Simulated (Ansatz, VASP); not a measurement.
One calculation of ZnSe, two programs

```
Zn Se
1.0
     0.00000    2.62899    2.62899
     2.62899    0.00000    2.62899
     2.62899    2.62899    0.00000
Zn Se
1 1
Direct
  0.00000 0.00000 0.00000
  0.50000 0.50000 0.50000
```

Change from the starting cell: volume scaled by 0.94, LAPW.

Alike in both runs: task single point; functional PBE; k mesh 13 × 13 × 13; occupations fermi-dirac, width 0.1 eV; no spin polarisation.

|  | VASP | Ansatz |
| --- | --- | --- |
| version | VASP 6.6.1 | Ansatz 0.2.0 |
| potentials or method | VASP PAW PBE potentials, release 64 (Zn, Se), cutoff 520 eV | all-electron LAPW, scalar-relativistic |

Ansatz gave:

| Quantity | Value |
| --- | --- |
| pressure (GPa) | 5.1 |

Estimate VASP's values.

pressure (GPa): 5.3.

Ansatz ran all-electron here, so the differences hold the error of VASP's frozen core and of both bases.
